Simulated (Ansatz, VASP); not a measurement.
Rh: VASP beside Ansatz

```xyz
2
Lattice="2.6824 0.0000 0.0000 -1.3412 2.3230 0.0000 0.0000 0.0000 4.3381" Properties=species:S:1:pos:R:3 pbc="T T T"
Rh    1.3412    0.7743    3.2536
Rh    0.0000    1.5487    1.0845
```

Alike in both runs: functional PBEsol; k mesh 12 × 12 × 4; occupations gaussian, width 0.1 eV; no spin polarisation.

Ansatz relaxed the structure, and its values are those at the end. VASP's run is a single point on that final structure, the one shown.

|  | VASP | Ansatz |
| --- | --- | --- |
| version | VASP 6.6.1 | Ansatz 0.2.0 |
| potentials or method | VASP PAW PBE potentials, release 64 (Rh_pv) | scalar-relativistic, plane waves, PAW |
| plane-wave cutoff (eV) | 520 | 420 |
| valence electrons in the cell | 30 | 34 |

|  | VASP | Ansatz | Ansatz less VASP |
| --- | --- | --- | --- |
| gap on the k mesh at the Fermi level (eV) | none | none | - |
| pressure (GPa) | 0.2 | 0.3 | +0.06 |

A gap of «none» marks a metal or a gap that the smearing closes. The two sets of potentials don't hold the same shells in valence.

Caveats: the k mesh is coarse (spacing up to 0.36 Å⁻¹), so the values aren't converged; the PAW data sets were made with another functional, which shifts forces and pressure a little (VASP).
